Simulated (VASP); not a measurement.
# Cu (I4/mmm) in VASP: a series of runs

The runs below take Cu through single point, relaxation of the atoms, relaxation of cell and atoms, electrostatic potential, with PBE+U, PBEsol+D4+U, r2SCAN+D3(BJ)+U, PBEsol+U.

All numbers are computed with VASP 6.6.1; they aren't measurements. Logs are shortened: lines on timing, memory, paths and dates and some standing lists are left out, and cuts for length are marked.

## Step 1: The crystal as given

The structure is tetragonal, space group I4/mmm (No. 139). Conventional cell: a = 2.886 Å, b = 2.886 Å, c = 2.752 Å, α = 90.00°, β = 90.00°, γ = 90.00°. Around Cu (site symmetry 4/mmm) lie 10 Cu at 2.46 to 2.75 Å.

This isn't the form of Cu at room conditions, which is fcc.

## Step 2: Single point, PBE+U

Input file run.py:

```python
from ase.calculators.vasp import Vasp
from ase.dft.bandgap import bandgap
from ase.io import read

atoms = read('POSCAR')
calc = Vasp(
    directory='calc',
    xc='pbe',
    pp='PBE',
    setups='recommended',
    prec='Accurate',
    encut=800,
    ediff=1e-07,
    ismear=1,
    sigma=0.2,
    lreal=False,
    lasph=True,
    nelm=60,
    algo='Fast',
    isif=2,
    lwave=False,
    lcharg=False,
    lmaxmix=4,
    ldautype=2,
    ldauprint=1,
    ldau_luj={'Cu': {'L': 2, 'U': 3.5, 'J': 1.0}},
    kpts=[13, 13, 13],
    gamma=True,
    nbands=12,
)
atoms.calc = calc

print('energy (eV):', atoms.get_potential_energy())
print('free energy (eV):', atoms.get_potential_energy(force_consistent=True))
print('forces (eV/A):')
print(atoms.get_forces())
print('stress (eV/A^3, Voigt):', atoms.get_stress())
print('Fermi level (eV):', calc.get_fermi_level())
gap, top, bottom = bandgap(calc)
print('band gap (eV):', gap, 'from (spin, k, band)', top, 'to', bottom)
```

Input file POSCAR:

```
Cu
1.0
   -1.4427933200      1.4427933200      1.3760814500
    1.4427933200     -1.4427933200      1.3760814500
    1.4427933200      1.4427933200     -1.3760814500
Cu
1
Direct
    0.0000000000      0.0000000000      0.0000000000
```

Potentials or basis: VASP PAW PBE potentials, release 64 (Cu).

On the command line:

```bash
$ python run.py
```

Log:

```text
energy (eV): -2.81019249
free energy (eV): -2.81032586
forces (eV/A):
[[ 0. -0.  0.]]
stress (eV/A^3, Voigt): [-0.04181553 -0.04181553 -0.03647014 -0.          0.         -0.        ]
Fermi level (eV): 7.69017951
band gap (eV): 0.0 from (spin, k, band) (None, None, None) to (None, None, None)
```

OUTCAR:

```text
ENCUT = 800.000000
   EDIFF = 1.00e-07
   GGA = PE
   PREC = Accurate
   ISIF = 2
   ISMEAR = 1
   NELM = 60
   LASPH = .TRUE.
   LREAL = .FALSE.

 ion  position               nearest neighbor table
   1  0.000  0.000  0.000-

  LATTYP: Found a body centered tetragonal cell.
 ALAT       =     2.8855866400
 C/A-ratio  =     0.9537620052

  Lattice vectors:

 A1 = (  -1.4427933200,   1.4427933200,   1.3760814500)
 A2 = (   1.4427933200,  -1.4427933200,   1.3760814500)
 A3 = (   1.4427933200,   1.4427933200,  -1.3760814500)

Analysis of symmetry for initial positions (statically):
=====================================================================
 Subroutine PRICEL returns:
 Original cell was already a primitive cell.

 Routine SETGRP: Setting up the symmetry group for a
 body centered tetragonal supercell.

 Subroutine GETGRP returns: Found 16 space group operations
 (whereof 16 operations were pure point group operations)
 out of a pool of 16 trial point group operations.

The static configuration has the point symmetry D_4h.

Analysis of symmetry for dynamics (positions and initial velocities):
=====================================================================
 Subroutine PRICEL returns:
 Original cell was already a primitive cell.

 Routine SETGRP: Setting up the symmetry group for a
 body centered tetragonal supercell.

 Subroutine GETGRP returns: Found 16 space group operations
 (whereof 16 operations were pure point group operations)
 out of a pool of 16 trial point group operations.

The dynamic configuration has the point symmetry D_4h.

 Subroutine INISYM returns: Found 16 space group operations
 (whereof 16 operations are pure point group operations),
 and found     1 'primitive' translations

----------------------------------------------------------------------------------------

                                     Primitive cell

  volume of cell :      11.4581

  direct lattice vectors                    reciprocal lattice vectors
    -1.442793320  1.442793320  1.376081450     0.000000000  0.346549983  0.363350585
     1.442793320 -1.442793320  1.376081450     0.346549983  0.000000000  0.363350585
     1.442793320  1.442793320 -1.376081450     0.346549983  0.346549983  0.000000000

  length of vectors
     2.461078074  2.461078074  2.461078074     0.502116060  0.502116060  0.490095685

  position of ions in fractional coordinates (direct lattice)
     0.000000000  0.000000000  0.000000000

  ion indices of the primitive-cell ions
   primitive index   ion index
                 1           1

----------------------------------------------------------------------------------------

 KPOINTS: KPOINTS created by Atomic Simulation Env

Automatic generation of k-mesh.
 Grid dimensions read from file:
 generate k-points for:   13   13   13

 Generating k-lattice:

  Cartesian coordinates                     Fractional coordinates (reciprocal lattice)
[... 84 lines left out ...]
   LORBIT       =      0    0 simple, 1 ext, 2 COOP (PROOUT), +10 PAW based schemes
 LDA+U is selected, type is set to LDAUTYPE =  2
   angular momentum for each species LDAUL =     2
   U (eV)           for each species LDAUU =   3.5
   J (eV)           for each species LDAUJ =   1.0
   GGA     = PE    functional components
   LHFCALC =     F    Hartree Fock is set to
   AEXX    =    0.0000 exact exchange contribution
   IVDW    =     0    specifies the selected vdW correction
   LEPSILON=     F    determine dielectric tensor
   LRPA    =     F    only Hartree local field effects (RPA)
 non-spin polarized calculation
 RMM-DIIS sequential band-by-band and
 Methfessel and Paxton  Order N= 1 SIGMA  =   0.20
  energy-cutoff  :      800.00
  volume of cell :       11.46
 maximum number of plane-waves:       603
   NGX = 11   NGY = 11   NGZ = 11

atom =   1  type =  1  l = 2

 onsite density matrix

spin component  1

  0.9229  0.0000  0.0000  0.0000 -0.0000
  0.0000  0.9255 -0.0000  0.0000 -0.0000
  0.0000 -0.0000  0.9333 -0.0000  0.0000
  0.0000  0.0000 -0.0000  0.9255  0.0000
 -0.0000 -0.0000  0.0000  0.0000  0.9376

spin component  2

  0.9229  0.0000  0.0000  0.0000 -0.0000
  0.0000  0.9255 -0.0000  0.0000 -0.0000
  0.0000 -0.0000  0.9333 -0.0000  0.0000
  0.0000  0.0000 -0.0000  0.9255  0.0000
 -0.0000 -0.0000  0.0000  0.0000  0.9376

 occupancies and eigenvectors

  o =  0.9229  v =  1.0000  0.0000  0.0000  0.0000  0.0000  0.0000  0.0000  0.0000  0.0000  0.0000      0.0000  0.0000  0.0000  0.0000  0.0000  0.0000  0.0000  0.0000  0.0000  0.0000
  o =  0.9229  v =  0.0000  0.0000  0.0000  0.0000  0.0000  1.0000  0.0000  0.0000  0.0000  0.0000      0.0000  0.0000  0.0000  0.0000  0.0000  0.0000  0.0000  0.0000  0.0000  0.0000
  o =  0.9255  v =  0.0000 -0.8142 -0.0000  0.5806  0.0000  0.0000  0.0000  0.0000  0.0000  0.0000      0.0000  0.0000  0.0000  0.0000  0.0000  0.0000  0.0000  0.0000  0.0000  0.0000
  o =  0.9255  v =  0.0000  0.0000  0.0000  0.0000  0.0000  0.0000 -0.8142 -0.0000  0.5806  0.0000      0.0000  0.0000  0.0000  0.0000  0.0000  0.0000  0.0000  0.0000  0.0000  0.0000
  o =  0.9255  v =  0.0000 -0.5806  0.0000 -0.8142 -0.0000  0.0000  0.0000  0.0000  0.0000  0.0000      0.0000  0.0000  0.0000  0.0000  0.0000  0.0000  0.0000  0.0000  0.0000  0.0000
  o =  0.9255  v =  0.0000  0.0000  0.0000  0.0000  0.0000  0.0000 -0.5806  0.0000 -0.8142 -0.0000      0.0000  0.0000  0.0000  0.0000  0.0000  0.0000  0.0000  0.0000  0.0000  0.0000
  o =  0.9333  v =  0.0000  0.0000 -1.0000 -0.0000  0.0000  0.0000  0.0000  0.0000  0.0000  0.0000      0.0000  0.0000  0.0000  0.0000  0.0000  0.0000  0.0000  0.0000  0.0000  0.0000
  o =  0.9333  v =  0.0000  0.0000  0.0000  0.0000  0.0000  0.0000  0.0000 -1.0000 -0.0000  0.0000      0.0000  0.0000  0.0000  0.0000  0.0000  0.0000  0.0000  0.0000  0.0000  0.0000
  o =  0.9376  v =  0.0000  0.0000  0.0000  0.0000  0.0000  0.0000 -0.0000 -0.0000  0.0000 -1.0000      0.0000  0.0000  0.0000  0.0000  0.0000  0.0000  0.0000  0.0000  0.0000  0.0000
  o =  0.9376  v =  0.0000 -0.0000 -0.0000  0.0000 -1.0000  0.0000  0.0000  0.0000  0.0000  0.0000      0.0000  0.0000  0.0000  0.0000  0.0000  0.0000  0.0000  0.0000  0.0000  0.0000

 number of electron      10.9999998 magnetization

 Free energy of the ion-electron system (eV)
  ---------------------------------------------------
  ext. energy  EPLUGINS =         0.00000000
  ---------------------------------------------------
  free energy    TOTEN  =        -2.81032586 eV

  energy without entropy =       -2.80992575  energy(sigma->0) =       -2.81019249

 E-fermi :   7.6902     XC(G=0): -12.8491

 val. band max:        7.6764402897   @ k =  -0.0769   0.4615   0.0769
 cond. band min:       7.7215489273   @ k =   0.4615   0.4615   0.0000
 fundamental gap:      0.0451086376
 Fermi energy:         7.6901795097

 k-point     1 :       0.0000    0.0000    0.0000
  band No.  band energies     occupation
      1      -1.5849      2.00000
      2       3.9840      2.00000
      3       4.1720      2.00000
      4       4.1720      2.00000
      5       5.0359      2.00000
      6       5.2351      2.00000
      7      32.8399      0.00000
      8      32.8399      0.00000
      9      34.0787      0.00000
     10      36.3784      0.00000
     11      36.4030      0.00000
     12      37.0000      0.00000
[... 331 lines left out ...]
 k-point    24 :       0.4615    0.1538    0.0000
  band No.  band energies     occupation
      1       2.5797      2.00000
      2       3.3752      2.00000
      3       4.6135      2.00000
      4       5.1259      2.00000
      5       5.4953      2.00000
      6       8.6770     -0.00000
      7      13.3579      0.00000
      8      20.1122      0.00000
      9      25.2977      0.00000
     10      31.3138      0.00000
     11      37.1344      0.00000
     12      39.6549      0.00000

 [... further k-points ...]
[... 5 lines left out ...]
  --------------------------------------------------------------------------------------
  -------------------------------------------------------------------------------------
  Total        0.4791261      0.4791261      0.4178782      0.0000000     -0.0000000     -0.0000000
  in kB       66.9958668     66.9958668     58.4316121      0.0000000     -0.0000000     -0.0000000
  external PRESSURE =      64.1411153 kB  Pullay stress =       0.0000000 kB

 VOLUME and BASIS-vectors are now :
 -----------------------------------------------------------------------------
  energy-cutoff  :      800.00
  volume of cell :       11.46
      direct lattice vectors                 reciprocal lattice vectors
    -1.442793320  1.442793320  1.376081450     0.000000000  0.346549983  0.363350585
     1.442793320 -1.442793320  1.376081450     0.346549983  0.000000000  0.363350585
     1.442793320  1.442793320 -1.376081450     0.346549983  0.346549983  0.000000000

 POSITION                                       TOTAL-FORCE (eV/Angst)
 -----------------------------------------------------------------------------------
      0.00000      0.00000      0.00000         0.000000     -0.000000      0.000000
 -----------------------------------------------------------------------------------
    total drift:                               -0.000000      0.000000      0.000000

  FREE ENERGIE OF THE ION-ELECTRON SYSTEM (eV)
  ---------------------------------------------------
  free  energy   TOTEN  =        -2.8103258577 eV

  energy  without entropy=       -2.8099257509  energy(sigma->0) =       -2.81019249
```

INCAR:

```text
ENCUT = 800.000000
SIGMA = 0.200000
EDIFF = 1.00e-07
ALGO = Fast
GGA = PE
PREC = Accurate
ISIF = 2
ISMEAR = 1
LDAUPRINT = 1
LDAUTYPE = 2
LMAXMIX = 4
NBANDS = 12
NELM = 60
LASPH = .TRUE.
LCHARG = .FALSE.
LWAVE = .FALSE.
LREAL = .FALSE.
LDAU = .TRUE.
LDAUL = 2
LDAUU = 3.500
LDAUJ = 1.000
```

It took 98 s on 1 thread of AMD EPYC 7R43 (Zen 3), shared host; peak memory 0.14 GiB.

Results:

| Quantity | Value |
| --- | --- |
| Free energy | -2.8103 eV |
| Pressure | 6.4 GPa |
| Band gap on the k mesh | none (metal or under the smearing width) |

Stress tensor (GPa, compression positive):
```
6.70 0.00 0.00
0.00 6.70 0.00
0.00 0.00 5.84
```

Levels at points of the mesh, in eV from the Fermi level:
```csv
k point,band 3,band 4,band 5,band 6,band 7,band 8,band 9,band 10
"(0.00, 0.00, 0.00)",-3.52,-3.52,-2.65,-2.46,25.15,25.15,26.39,28.69
```

Eigenvalues of the final occupation matrices:
```csv
site,spin,trace,eigenvalues
site 1 d,1,4.64,0.92 0.93 0.93 0.93 0.94
site 1 d,2,4.64,0.92 0.93 0.93 0.93 0.94
```

Caveat: U without spin polarisation on a metal has little footing; the U is typed as a test and isn't derived for this compound.

## Step 3: Relaxation of the atoms, PBE+U (cell strained at random at fixed volume)

Input file INCAR:

```
PREC = Accurate ; ENCUT = 520
EDIFF = 1E-7 ; ISMEAR = 1
SIGMA = 0.1 ; LREAL = False
LASPH = True ; NELM = 60
ALGO = Fast ; ISIF = 2
LWAVE = False ; LCHARG = False
LMAXMIX = 4 ; LDAU = True
LDAUTYPE = 2 ; LDAUL = 2
LDAUU = 2 ; LDAUJ = 0
LDAUPRINT = 1 ; GGA = PE
IBRION = 2 ; NSW = 40
EDIFFG = -0.02
```

Input file KPOINTS:

```
regular mesh
0
Gamma
  13 13 13
```

Input file POSCAR:

```
Cu
1.0
   -1.4863320000      1.4961020000      1.3752840000
    1.4769030000     -1.4696630000      1.3376770000
    1.4289100000      1.4122410000     -1.3475630000
Cu
1
Direct
    0.0215110000      0.0058170000      0.0212830000
```

Potentials or basis: VASP PAW PBE potentials, release 64 (Cu).

On the command line:

```bash
$ cat potpaw_PBE.64/Cu/POTCAR > POTCAR
$ mpirun -np 1 vasp_std > vasp.out
```

It took 2.6 min on 1 thread of AMD EPYC 7R43 (Zen 3), shared host; peak memory 0.19 GiB.

It converged, with:

```
Free energy             : -2.9686 eV
Pressure after relaxing : 7.8 GPa
Band gap on the k mesh  : none (metal or under the smearing width)
```

Stress tensor (GPa, compression positive):
```
 7.53  4.95  0.52
 4.95  7.62 -2.01
 0.52 -2.01  8.16
```

Final structure:
```
Cu
1.0
    -1.48633    1.49610    1.37528
     1.47690   -1.46966    1.33768
     1.42891    1.41224   -1.34756
Cu
1
Direct
  0.02151 0.00582 0.02128
```

Levels at points of the mesh, in eV from the Fermi level:
```
           k point  band 4  band 5  band 6  band 7  band 8  band 9
(0.00, 0.00, 0.00)   -3.24   -2.59   -2.30   23.82   25.59   27.54
```

Eigenvalues of the final occupation matrices:
| site | spin | trace | eigenvalues |
| --- | --- | --- | --- |
| site 1 d | 1 | 4.64 | 0.92 0.92 0.92 0.93 0.94 |
| site 1 d | 2 | 4.64 | 0.92 0.92 0.92 0.93 0.94 |

Caveat: the relaxation stopped at its first step, so nothing moved; U without spin polarisation on a metal has little footing; the U is typed as a test and isn't derived for this compound.

## Step 4: Relaxation of cell and atoms, PBEsol+D4+U

Input file run.py:

```python
from ase.calculators.vasp import Vasp
from ase.filters import FrechetCellFilter
from ase.io import read
from ase.optimize import BFGSLineSearch

atoms = read('POSCAR')
calc = Vasp(
    directory='calc',
    xc='pbesol',
    pp='PBE',
    setups='recommended',
    prec='Accurate',
    encut=600,
    ediff=1e-07,
    ismear=-1,
    sigma=0.02,
    lreal=False,
    lasph=True,
    nelm=60,
    algo='Normal',
    isif=2,
    lwave=False,
    lcharg=False,
    lmaxmix=4,
    ldautype=2,
    ldauprint=1,
    ivdw=13,
    ldau_luj={'Cu': {'L': 2, 'U': 3, 'J': 0}},
    kpts=[13, 13, 13],
    gamma=True,
)
atoms.calc = calc
opt = BFGSLineSearch(FrechetCellFilter(atoms), trajectory='relax.traj')
converged = opt.run(fmax=0.02, steps=40)
print('converged:', converged)

print('energy (eV):', atoms.get_potential_energy())
print('free energy (eV):', atoms.get_potential_energy(force_consistent=True))
print('forces (eV/A):')
print(atoms.get_forces())
print('stress (eV/A^3, Voigt):', atoms.get_stress())
print('Fermi level (eV):', calc.get_fermi_level())
print('cell (A, degrees):', atoms.cell.cellpar())
print('volume (A^3):', atoms.get_volume())
print('scaled positions:')
print(atoms.get_scaled_positions())
```

Input file POSCAR:

```
Cu
1.0
   -1.4427933200      1.4427933200      1.3760814500
    1.4427933200     -1.4427933200      1.3760814500
    1.4427933200      1.4427933200     -1.3760814500
Cu
1
Direct
    0.0000000000      0.0000000000      0.0000000000
```

On the command line:

```bash
$ python run.py
```

It took 1.9 min on 1 thread of AMD EPYC 7R43 (Zen 3), shared host; peak memory 0.11 GiB.

The run converged. Its results:

* Free energy: -3.5758 eV
* Relaxed volume: 10.95 Å³/atom
* Relaxed cell: a = 2.424 Å, b = 2.424 Å, c = 2.424 Å, α = 108.08°, β = 108.08°, γ = 112.29°
* Space group after relaxing (to 0.05 Å): I4/mmm (No. 139)
* Energy gained by relaxing: 10.9 meV/atom
* Ionic steps: 3
* Pressure after relaxing: 0.0 GPa
* Band gap on the k mesh: none (metal or under the smearing width)
* Dispersion energy per atom: -0.347 eV

Stress tensor (GPa, compression positive):
```
 0.14  0.00  0.00
 0.00  0.14  0.00
 0.00  0.00 -0.20
```

The path:
| step | energy change (eV) | largest force (eV/Å) | pressure (GPa) | volume (Å³) |
| --- | --- | --- | --- | --- |
| 1 | 0.0000 | 0.0000 | -6.70 | 11.46 |
| 2 | -0.0108 | 0.0000 | -0.30 | 10.97 |
| 3 | -0.0109 | 0.0000 | 0.02 | 10.95 |

Final structure:
```
Cu
1.0
    -1.42371    1.42371    1.35063
     1.42371   -1.42371    1.35063
     1.42371    1.42371   -1.35063
Cu
1
Direct
  0.00000 0.00000 0.00000
```

Levels at points of the mesh, in eV from the Fermi level:
```tsv
k point	band 3	band 4	band 5	band 6	band 7	band 8	band 9
(0.00, 0.00, 0.00)	-3.70	-3.70	-2.79	-2.55	25.62	25.62	27.04
```

Eigenvalues of the final occupation matrices:
| site | spin | trace | eigenvalues |
| --- | --- | --- | --- |
| site 1 d | 1 | 4.65 | 0.92 0.93 0.93 0.93 0.94 |
| site 1 d | 2 | 4.65 | 0.92 0.93 0.93 0.93 0.94 |

Caveat: the PAW data sets were made with another functional, which shifts forces and pressure a little; U without spin polarisation on a metal has little footing; pairwise dispersion overbinds metals, which lowers pressure and volume; the U is typed as a test and isn't derived for this compound.

## Step 5: Electrostatic potential, r2SCAN+D3(BJ)+U (volume scaled by 1.04)

Input file INCAR:

```
SYSTEM = Cu
PREC     = Accurate       ! precision mode
ENCUT    = 520            ! plane-wave cutoff, eV
EDIFF    = 1E-7           ! SCF threshold, eV
ISMEAR   = 0              ! smearing method
SIGMA    = 0.1            ! smearing width, eV
LREAL    = .FALSE.        ! projectors in reciprocal space
LASPH    = .TRUE.         ! aspherical terms in the spheres
NELM     = 80             ! most SCF steps
ALGO     = Normal         ! electronic algorithm
ISIF     = 2              ! what is computed and relaxed
LWAVE    = .FALSE.        ! write WAVECAR
LCHARG   = .TRUE.         ! write CHGCAR
LMAXMIX  = 4              ! l up to which the mixer works
LDAU     = .TRUE.         ! DFT+U
LDAUTYPE = 2            
LDAUL    = 2              ! shell
LDAUU    = 8              ! U, eV
LDAUJ    = 0            
LDAUPRINT= 1            
METAGGA  = R2SCAN         ! meta-GGA
LMIXTAU  = .TRUE.       
IVDW     = 12             ! dispersion correction
VDW_S6   = 1.0          
VDW_S8   = 0.78981345   
VDW_A1   = 0.49484001   
VDW_A2   = 5.73083694   
LVHAR    = .TRUE.
```

Input file KPOINTS:

```
Automatic mesh
0
G
  13 13 13
  0 0 0
```

Input file POSCAR:

```
Cu
1.0
   -1.4617796199      1.4617796199      1.3941898615
    1.4617796199     -1.4617796199      1.3941898615
    1.4617796199      1.4617796199     -1.3941898615
Cu
1
Cartesian
    0.0000000000      0.0000000000      0.0000000000
```

On the command line:

```bash
$ cat potpaw_PBE.64/Cu/POTCAR > POTCAR
$ mpirun -np 1 vasp_std > vasp.out
```

Wall time 73 s (1 thread of Intel Xeon 6975P-C (Granite Rapids), shared host); peak memory 0.13 GiB.

It converged, with:

```yaml
Free_energy: -8.6655 eV
Pressure: -10.3 GPa
Band_gap_on_the_k_mesh: none (metal or under the smearing width)
Dispersion_energy_per_atom: -0.272 eV
```

Stress tensor (GPa, compression positive):
```
 -9.93   0.00   0.00
  0.00  -9.93   0.00
  0.00   0.00 -10.97
```

Levels at points of the mesh, in eV from the Fermi level:
```tsv
k point	band 3	band 4	band 5	band 6	band 7	band 8	band 9
(0.00, 0.00, 0.00)	-4.96	-4.96	-4.14	-3.97	25.95	25.95	27.15
```

Eigenvalues of the final occupation matrices:
| site | spin | trace | eigenvalues |
| --- | --- | --- | --- |
| site 1 d | 1 | 4.75 | 0.95 0.95 0.95 0.95 0.95 |
| site 1 d | 2 | 4.75 | 0.95 0.95 0.95 0.95 0.95 |

Caveat: the PAW data sets were made with another functional, which shifts forces and pressure a little; U without spin polarisation on a metal has little footing; pairwise dispersion overbinds metals, which lowers pressure and volume; the U is typed as a test and isn't derived for this compound.

(Continued in part 2 of 2.)
